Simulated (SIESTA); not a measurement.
Crystal: InP.

```
In P
1.0
     0.00000    2.93050    2.93050
     2.93050    0.00000    2.93050
     2.93050    2.93050    0.00000
In P
1 1
Direct
  0.00000 0.00000 0.00000
  0.75000 0.75000 0.75000
```

Base run:

| Quantity | Value |
| --- | --- |
| Program | SIESTA 5.4.2 |
| Functional | PBE |
| Potentials or basis | PseudoDojo 0.4 standard (PBE files) |
| Basis | DZ (energy shift 0.01 Ry) |
| Grid cutoff | 500 Ry |
| Energy shift | 0.01 Ry |
| k mesh | 8 × 8 × 8 |
| Occupations | fermi-dirac, width 0.05 eV |
| Spin | no spin polarisation |

Its results: band gap on the k mesh 0.89 eV, direct; pressure 4.2 GPa.

The run is repeated on the same cell with these changes: basis from DZ (energy shift 0.01 Ry) to DZ (energy shift 0.002 Ry; radii capped at 9.5 bohr); energy shift from 0.01 Ry to 0.002 Ry. What comes out?

Band gap on the k mesh 0.78 eV, direct; pressure 5.2 GPa.

Caveats: the basis has no polarisation orbitals; semicore shells carry a single zeta, which can move pressures by several GPa and volumes by a few percent; spin-orbit coupling is left out, which moves the levels of the heavy elements; the basis of atomic orbitals isn't converged, which shifts pressures, moduli and gaps.
